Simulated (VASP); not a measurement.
# GaN (P6_3mc) in VASP: a series of runs, part 2 of 2

VASP 6.6.1. Earlier steps stand in the parts before.

### Step 3. QSGW quasiparticle levels, PBE

File POSCAR:

```
GaN
1.0
    3.1800000000      0.0000000000      0.0000000000
   -1.5900000000      2.7539607840      0.0000000000
    0.0000000000      0.0000000000      5.1660000000
Ga N
2 2
Direct
    0.6666666667      0.3333333333      0.5000000000
    0.3333333333      0.6666666667      0.0000000000
    0.6666666667      0.3333333333      0.8750000000
    0.3333333333      0.6666666667      0.3750000000
```

File INCAR.step1:

```
SYSTEM = GaN
  PREC = Accurate
  ENCUT = 450
  EDIFF = 1E-8
  ISMEAR = 0
  SIGMA = 0.01
  LREAL = .False.
  LASPH = .True.
  NELM = 60
  ALGO = Normal
  LWAVE = .True.
  LCHARG = .False.
  GGA = PE
```

File INCAR.step2:

```
SYSTEM = GaN
  PREC = Accurate
  ENCUT = 450
  EDIFF = 1E-8
  ISMEAR = 0
  SIGMA = 0.01
  LREAL = .False.
  LASPH = .True.
  NELM = 1
  ALGO = Exact
  LWAVE = .True.
  LCHARG = .False.
  GGA = PE
  NBANDS = 78
  LOPTICS = .True.
  ISTART = 1
```

File INCAR.step3:

```
SYSTEM = GaN
  PREC = Accurate
  ENCUT = 450
  EDIFF = 1E-8
  ISMEAR = 0
  SIGMA = 0.01
  LREAL = .False.
  LASPH = .True.
  ALGO = QPGW
  LWAVE = .False.
  LCHARG = .False.
  GGA = PE
  NELMGW = 4
  NBANDS = 78
  ENCUTGW = 100
  NOMEGA = 64
  PRECFOCK = Fast
  ISTART = 1
  NBANDSGW = 30
```

File KPOINTS:

```
Automatic mesh
0
Gamma
  5 5 3
  0 0 0
```

Potentials or basis: VASP PAW PBE potentials, release 64 (Ga_d_GW, N_GW).

Started as:

```console
$ cat potpaw_PBE.64/Ga_d_GW/POTCAR potpaw_PBE.64/N_GW/POTCAR > POTCAR
$ cp INCAR.step1 INCAR
$ mpirun -np 1 vasp_std > vasp.out
$ cp INCAR.step2 INCAR
$ mpirun -np 1 vasp_std > vasp.out
$ cp INCAR.step3 INCAR
$ mpirun -np 1 vasp_std > vasp.out
```

OUTCAR:

```text
SYSTEM = GaN
   PREC = Accurate
   ENCUT = 450
   EDIFF = 1E-8
   ISMEAR = 0
   LREAL = .False.
   LASPH = .True.
   GGA = PE
   NELMGW = 4
   ENCUTGW = 100
   PRECFOCK = Fast
   ISTART = 1

 ion  position               nearest neighbor table
   1  0.667  0.333  0.500-   3 1.94   4 1.95   4 1.95   4 1.95
   2  0.333  0.667  0.000-   4 1.94   3 1.95   3 1.95   3 1.95
   3  0.667  0.333  0.875-   1 1.94   2 1.95   2 1.95   2 1.95
   4  0.333  0.667  0.375-   2 1.94   1 1.95   1 1.95   1 1.95

  LATTYP: Found a hexagonal cell.
 ALAT       =     3.1800000000
 C/A-ratio  =     1.6245283019

  Lattice vectors:

 A1 = (   3.1800000000,   0.0000000000,   0.0000000000)
 A2 = (  -1.5900000000,   2.7539607840,   0.0000000000)
 A3 = (   0.0000000000,   0.0000000000,   5.1660000000)

Analysis of symmetry for initial positions (statically):
=====================================================================
 Subroutine PRICEL returns:
 Original cell was already a primitive cell.

 Routine SETGRP: Setting up the symmetry group for a
 hexagonal supercell.

 Subroutine GETGRP returns: Found 12 space group operations
 (whereof  6 operations were pure point group operations)
 out of a pool of 24 trial point group operations.

The static configuration has the point symmetry C_3v.
 The point group associated with its full space group is C_6v.

Analysis of symmetry for dynamics (positions and initial velocities):
=====================================================================
 Subroutine PRICEL returns:
 Original cell was already a primitive cell.

 Routine SETGRP: Setting up the symmetry group for a
 hexagonal supercell.

 Subroutine GETGRP returns: Found 12 space group operations
 (whereof  6 operations were pure point group operations)
 out of a pool of 24 trial point group operations.

The dynamic configuration has the point symmetry C_3v.
 The point group associated with its full space group is C_6v.

 Subroutine INISYM returns: Found 12 space group operations
 (whereof  6 operations are pure point group operations),
 and found     1 'primitive' translations

----------------------------------------------------------------------------------------

                                     Primitive cell

  volume of cell :      45.2417

  direct lattice vectors                    reciprocal lattice vectors
     3.180000000  0.000000000  0.000000000     0.314465409  0.181556688  0.000000000
    -1.590000000  2.753960784  0.000000000     0.000000000  0.363113377  0.000000000
     0.000000000  0.000000000  5.166000000     0.000000000  0.000000000  0.193573364

  length of vectors
     3.180000000  3.180000000  5.166000000     0.363113377  0.363113377  0.193573364

  position of ions in fractional coordinates (direct lattice)
     0.666666667  0.333333333  0.500000000
     0.333333333  0.666666667  0.000000000
     0.666666667  0.333333333  0.875000000
     0.333333333  0.666666667  0.375000000

  ion indices of the primitive-cell ions
   primitive index   ion index
                 1           1
                 2           2
                 3           3
                 4           4

----------------------------------------------------------------------------------------

 KPOINTS: Automatic mesh

Automatic generation of k-mesh.
 Grid dimensions read from file:
 generate k-points for:    5    5    3

 Generating k-lattice:

  Cartesian coordinates                     Fractional coordinates (reciprocal lattice)
     0.062893082  0.036311338  0.000000000     0.200000000 -0.000000000  0.000000000
     0.000000000  0.072622675  0.000000000     0.000000000  0.200000000  0.000000000
     0.000000000  0.000000000  0.064524455     0.000000000  0.000000000  0.333333333

  Length of vectors
     0.072622675  0.072622675  0.064524455

  Shift w.r.t. Gamma in fractional coordinates (k-lattice)
     0.000000000  0.000000000  0.000000000

 Subroutine IBZKPT returns following result:
 ===========================================

 Found     10 irreducible k-points:

 Following reciprocal coordinates:
            Coordinates               Weight
  0.000000  0.000000  0.000000      1.000000
  0.200000  0.000000  0.000000      6.000000
  0.400000  0.000000  0.000000      6.000000
  0.200000  0.200000  0.000000      6.000000
  0.400000  0.200000  0.000000      6.000000
  0.000000  0.000000  0.333333      2.000000
  0.200000  0.000000  0.333333     12.000000
  0.400000  0.000000  0.333333     12.000000
  0.200000  0.200000  0.333333     12.000000
  0.400000  0.200000  0.333333     12.000000
   k-points           NKPTS =     10   k-points in BZ     NKDIM =     75   number of bands    NBANDS=     78
   number of dos      NEDOS =    301   number of ions     NIONS =      4
   total plane-waves  NPLWV =  20736
   dimension x,y,z NGX =    24 NGY =   24 NGZ =   36
   dimension x,y,z NGXF=    48 NGYF=   48 NGZF=   72
   ions per type =               2   2
   NGX,Y,Z   is equivalent  to a cutoff of  12.55, 12.55, 11.59 a.u.
   NGXF,Y,Z  is equivalent  to a cutoff of  25.09, 25.09, 23.17 a.u.
 SYSTEM =  GaN
   PREC   = accura    normal or accurate (medium, high low for compatibility)
   ISTART =      1    job   : 0-new  1-cont  2-samecut
   ICHARG =      0    charge: 1-file 2-atom 10-const
   ISPIN  =      1    spin polarized calculation?
   LNONCOLLINEAR =      F non collinear calculations
   LSORBIT =      F    spin-orbit coupling
   LASPH  =      T    aspherical Exc in radial PAW
   ENCUT  =  450.0 eV  33.07 Ry    5.75 a.u.   5.50  5.50  8.94*2*pi/ulx,y,z
   NELM   =     60;   NELMIN=  2; NELMDL=  0     # of ELM steps
   EDIFF  = 0.1E-07   stopping-criterion for ELM
   LREAL  =      F    real-space projection
   EDIFFG = 0.1E-06   stopping-criterion for IOM
   NSW    =      0    number of steps for IOM
   IBRION =     -1    ionic relax: 0-MD 1-quasi-New 2-CG
   NFREE  =      0    steps in history (QN), initial steepest desc. (CG)
   ISIF   =      0    stress and relaxation
   ISYM   =      3    0-nonsym 1-usesym 2-fastsym
   POTIM  = 0.5000    time-step for ionic-motion
   TEBEG  =    0.0;   TEEND  =   0.0 temperature during run
   PSTRESS=    0.0 pullay stress
   NELECT =      36.0000    total number of electrons
   NUPDOWN=      -1.0000    fix difference up-down
   EMIN   =  10.00;   EMAX   =-10.00  energy-range for DOS
   EFERMI =   0.00;   METHOD = LEGACY
   ISMEAR =     0;   SIGMA  =   0.01  broadening in eV -4-tet -1-fermi 0-gaus
   EFERMI_NEDOS =   21; number of points for ismear=-14 and -15
   IALGO  =     38    algorithm
   IMIX   =      4    mixing-type and parameters
     AMIX     =   0.40;   BMIX     =  1.00
     AMIX_MAG =   1.60;   BMIX_MAG =  1.00
  volume/ion in A,a.u.               =      11.31        76.33
  Fermi-wavevector in a.u.,A,eV,Ry     =   1.517036  2.866782 31.312427  2.301398
  Thomas-Fermi vector in A             =   2.626345
   LORBIT       =      0    0 simple, 1 ext, 2 COOP (PROOUT), +10 PAW based schemes
   GGA     = PE    functional components
   LHFCALC =     T    Hartree Fock is set to
   PRECFOCK=fast      Normal, Fast or Accurate (Low or Medium for compatibility)
   ENCUT4O =  -1.0   cutoff for four orbital integrals eV
   NKREDX  =     1    reduce k-point grid by
   NKREDY  =     1    reduce k-point grid by
   NKREDZ  =     1    reduce k-point grid by
   AEXX    =    1.0000 exact exchange contribution
   HFSCREEN=    0.0000 screening length (either q_TF or 0.3 A-1)
   HFSCREENC=   0.0000 screening length for correlation (either q_TF or 0.3 A-1)
   ENCUTFOCK=  -1.0 apply spherical cutoff to Coloumb kernel
   IVDW    =     0    specifies the selected vdW correction
   LEPSILON=     F    determine dielectric tensor
   LRPA    =     F    only Hartree local field effects (RPA)
   LRPAFORCE           =     F    calculate RPA forces
   ENCUTGW             = 100.0    cutoff for response function in eV
   ENCUTGWSOFT         =  80.0    soft cutoff for Coulomb kernel in GW response function in eV
   ENCUTLF             =  -1.0    cutoff for local field effects
   NELMGW              =     4    number of iterations in solving QP/BSE equation
   NELMHF              =     1    number of iterations in the inner HF iteration
   NKREDLFX            =     1    NKREDLFY  =   1   NKREDLFZ  =   1
 non-spin polarized calculation
 Gauss-broadening in eV      SIGMA  =   0.01
  energy-cutoff  :      450.00
  volume of cell :       45.24
 maximum number of plane-waves:      1002
 NGX is ok and might be reduce to    24
  NGX = 14; NGY = 14; NGZ = 24
   NGX = 11   NGY = 11   NGZ = 17
 maximum number of plane-waves:       116
 NGX is ok and might be reduce to    14

 QP shifts <psi_nk| G(iteration)W_0 |psi_nk>: iteration 1
 for sc-GW calculations column KS-energies equals QP-energies in previous step
 and V_xc(KS)=  KS-energies - (<T + V_ion + V_H > + <T+V_H+V_ion>^1  + <V_x>^1)

 k-point   1 :       0.0000    0.0000    0.0000
  band No.  KS-energies  QP-energies   sigma(KS)   V_xc(KS)     V^pw_x(r,r')   Z            occupation Imag(sigma)

      1     -10.8159     -11.6612     -16.1536     -14.8734     -24.6290       0.6602       2.0000       1.0445
      2      -9.8805     -11.6337     -20.6471     -18.1287     -29.3505       0.6961       2.0000       0.6832
      3      -8.2596     -11.5932     -26.0598     -21.4920     -34.8121       0.7298       2.0000       0.2008
      4      -8.2381     -11.5683     -26.0758     -21.5112     -34.8254       0.7296       2.0000       0.2011
      5      -8.2381     -11.5683     -26.0758     -21.5112     -34.8254       0.7296       2.0000       0.2011
      6      -8.1741     -11.5361     -26.1732     -21.5768     -34.9083       0.7314       2.0000       0.1931
[... 22 lines left out ...]
     29      20.9020      21.7221     -10.2464     -11.2856      -5.1596       0.7892       0.0000      -0.2569
     30      23.1425      23.6896      -9.0418      -9.7332      -3.4141       0.7912       0.0000      -0.4520
[... 1648 lines left out ...]
      1     -13.4911     -13.5637     -13.5633     -13.5859       0.7612       2.0000
      2     -13.4713     -13.5441     -13.5435     -13.5662       0.7616       2.0000
      3     -12.9101     -12.9560     -12.9558     -12.9691       0.7751       2.0000
      4     -12.8937     -12.9395     -12.9395     -12.9527       0.7757       2.0000
      5     -12.8756     -12.9204     -12.9202     -12.9331       0.7767       2.0000
      6     -12.8195     -12.8644     -12.8643     -12.8772       0.7770       2.0000
[... 22 lines left out ...]
     29      24.6588      24.7200      24.7171      24.7317       0.8008       0.0000
     30      26.3269      26.3902      26.3872      26.4023       0.7988       0.0000
```

Run time: 30 min. Hardware: 1 thread of AMD EPYC 9R45 (Zen 5), shared host; peak memory 0.48 GiB.

Results:

| Quantity | Value |
| --- | --- |
| Band gap on the k mesh, mean-field level | 1.97 eV, direct |
| Quasiparticle gap | 3.75 eV |
| Least direct quasiparticle gap | 3.75 eV |

Levels at points of the mesh, in eV from the valence-band top:
```csv
k point,band 16,band 17,band 18,band 19,band 20,band 21
"(0.00, 0.00, 0.00)",-0.06,0.00,0.00,1.97,4.30,9.26
```

Quasiparticle gap after each update of the energies (eV): 3.09, 3.43, 3.63, 3.75

Caveat: the k mesh is coarse (spacing up to 0.46 Å⁻¹), so the values aren't converged; the cutoff is under 1.25 times the usual one of these potentials, so pressure, stress and relaxed cells hold a basis-set (Pulay) error; bands, screening cutoff and mesh are small and nothing is extrapolated, so the quasiparticle values aren't converged.

### Step 4. Band structure, AM05

POSCAR is that of step 3.

File INCAR.step1:

```
ALGO = Normal
EDIFF = 1E-6
ENCUT = 520
GGA = AM
ISIF = 2
ISMEAR = -1
LASPH = True
LCHARG = True
LREAL = False
LWAVE = False
NELM = 100
PREC = Accurate
SIGMA = 0.05
```

File KPOINTS.step1:

```
k-points
0
Gamma
  10 10 5
```

File INCAR.step2:

```
ALGO = Normal
EDIFF = 1E-6
ENCUT = 520
GGA = AM
ICHARG = 11
ISIF = 2
ISMEAR = 0
LASPH = True
LCHARG = False
LREAL = False
LWAVE = False
NELM = 100
PREC = Accurate
SIGMA = 0.05
```

File KPOINTS.step2:

```
path GMKGALHA,LM,KH
10
line-mode
reciprocal
 0.0000000000  0.0000000000  0.0000000000  G
 0.5000000000  0.0000000000  0.0000000000  M

 0.5000000000  0.0000000000  0.0000000000  M
 0.3333333333  0.3333333333  0.0000000000  K

 0.3333333333  0.3333333333  0.0000000000  K
 0.0000000000  0.0000000000  0.0000000000  G

 0.0000000000  0.0000000000  0.0000000000  G
 0.0000000000  0.0000000000  0.5000000000  A

 0.0000000000  0.0000000000  0.5000000000  A
 0.5000000000  0.0000000000  0.5000000000  L

 0.5000000000  0.0000000000  0.5000000000  L
 0.3333333333  0.3333333333  0.5000000000  H

 0.3333333333  0.3333333333  0.5000000000  H
 0.0000000000  0.0000000000  0.5000000000  A

 0.5000000000  0.0000000000  0.5000000000  L
 0.5000000000  0.0000000000  0.0000000000  M

 0.3333333333  0.3333333333  0.0000000000  K
 0.3333333333  0.3333333333  0.5000000000  H
```

Potentials or basis: VASP PAW PBE potentials, release 64 (Ga_d, N).

Started as:

```console
$ cat potpaw_PBE.64/Ga_d/POTCAR potpaw_PBE.64/N/POTCAR > POTCAR
$ cp INCAR.step1 INCAR
$ cp KPOINTS.step1 KPOINTS
$ mpirun -np 1 vasp_std > vasp.out
$ cp INCAR.step2 INCAR
$ cp KPOINTS.step2 KPOINTS
$ mpirun -np 1 vasp_std > vasp.out
```

It took 56 s on 1 thread of AMD EPYC 9R45 (Zen 5), shared host; peak memory 0.17 GiB.

Results (log left out):

```
Band gap on the k mesh  : 2.02 eV, direct
Band gap along the path : 2.03 eV, direct
```

Levels at the corners of the path, in eV from the valence-band top:
| point | band 14 | band 15 | band 16 | band 17 | band 18 | band 19 | band 20 | band 21 | band 22 |
| --- | --- | --- | --- | --- | --- | --- | --- | --- | --- |
| Γ | -1.07 | -1.07 | -0.06 | 0.00 | 0.00 | 2.03 | 4.29 | 9.24 | 9.85 |
| M | -5.32 | -4.32 | -2.81 | -2.29 | -1.00 | 5.01 | 5.60 | 6.03 | 8.66 |
| M | -5.32 | -4.32 | -2.81 | -2.29 | -1.00 | 5.01 | 5.60 | 6.03 | 8.66 |
| K | -5.39 | -5.39 | -3.08 | -3.08 | -2.74 | 5.05 | 7.87 | 7.87 | 8.40 |
| K | -5.39 | -5.39 | -3.08 | -3.08 | -2.74 | 5.05 | 7.87 | 7.87 | 8.40 |
| Γ | -1.07 | -1.07 | -0.06 | 0.00 | 0.00 | 2.03 | 4.29 | 9.23 | 9.85 |
| Γ | -1.07 | -1.07 | -0.06 | 0.00 | 0.00 | 2.03 | 4.29 | 9.23 | 9.85 |
| A | -3.88 | -0.55 | -0.55 | -0.55 | -0.55 | 4.31 | 4.31 | 8.48 | 8.48 |
| A | -3.88 | -0.55 | -0.55 | -0.55 | -0.55 | 4.31 | 4.31 | 8.48 | 8.48 |
| L | -6.69 | -1.98 | -1.98 | -1.94 | -1.94 | 4.39 | 4.39 | 7.79 | 7.79 |
| L | -6.69 | -1.98 | -1.98 | -1.94 | -1.94 | 4.39 | 4.39 | 7.79 | 7.79 |
| H | -6.25 | -4.27 | -4.27 | -1.52 | -1.52 | 6.46 | 6.46 | 7.28 | 7.28 |
| H | -6.25 | -4.27 | -4.27 | -1.52 | -1.52 | 6.46 | 6.46 | 7.28 | 7.28 |
| A | -3.88 | -0.55 | -0.55 | -0.55 | -0.55 | 4.31 | 4.31 | 8.48 | 8.48 |
| L | -6.69 | -1.98 | -1.98 | -1.94 | -1.94 | 4.39 | 4.39 | 7.79 | 7.79 |
| M | -5.32 | -4.32 | -2.81 | -2.29 | -1.00 | 5.01 | 5.60 | 6.03 | 8.66 |
| K | -5.39 | -5.39 | -3.08 | -3.08 | -2.74 | 5.05 | 7.87 | 7.87 | 8.40 |
| H | -6.25 | -4.27 | -4.27 | -1.52 | -1.52 | 6.46 | 6.46 | 7.28 | 7.28 |

Caveat: the log is that of the step along the path at fixed density, whose energy, stress, charges and moments have no meaning; the PAW data sets were made with another functional, which shifts forces and pressure a little.

### Step 5. For comparison

An earlier run on the cell as given: functional PBEsol; potentials or basis VASP PAW PBE potentials, release 64 (Ga_d, N); cutoff 520 eV; k mesh 10 × 10 × 5; occupations fermi-dirac, width 0.05 eV; no spin polarisation.

* Pressure: 0.8 GPa
* Largest force: 0.131 eV/Å
* Band gap on the k mesh: 1.93 eV, direct

### Step 6. The runs side by side

```tsv
task	level	potentials or basis	spin	k mesh	cutoff (eV)	smearing	cutoff of the response function	frequency points	empty bands	GW scheme	GW iterations	mesh quality	gap on the mesh (eV)
band structure	PBE	VASP PAW PBE potentials, release 64 (Ga_d, N)	SOC, no magnetisation	7 × 7 × 4	520	fermi-dirac 0.05 eV	-	-	-	-	-	not flagged	-
QSGW quasiparticle levels	PBE	VASP PAW PBE potentials, release 64 (Ga_d_GW, N_GW)	off	5 × 5 × 3	450	gaussian 0.01 eV	100	64	60	QSGW	4	coarse	-
band structure	AM05	VASP PAW PBE potentials, release 64 (Ga_d, N)	off	10 × 10 × 5	520	fermi-dirac 0.05 eV	-	-	-	-	-	not flagged	2.02
single point	PBEsol	VASP PAW PBE potentials, release 64 (Ga_d, N)	off	10 × 10 × 5	520	fermi-dirac 0.05 eV	-	-	-	-	-	not flagged	1.93
```

Alike in all rows: cell as given.

Caveats: some runs use coarse meshes; the PAW data sets were made with another functional, which shifts forces and pressure a little (some runs); the cutoff is under 1.25 times the usual one of these potentials, so pressure, stress and relaxed cells hold a basis-set (Pulay) error (some runs); bands, screening cutoff and mesh are small and nothing is extrapolated, so the quasiparticle values aren't converged (some runs).

Total energies depend on the potentials used, so only differences within one code and one set of settings carry meaning.

### Step 7. Comparison with measurements

Step 4. A measured gap of GaN is 3.503 eV (direct; quoted in “Studying electronic properties in GaN without electrical contacts using γ-γ vs e−-γ Perturbed Angular Correlations”, 2019, pmc:6823545); the calculated 2.03 eV misses it by -1.48 eV. Spin-orbit coupling on Ga is left out. The value is that of AM05, without temperature or zero-point motion. Semilocal functionals fall short of measured gaps as a rule.
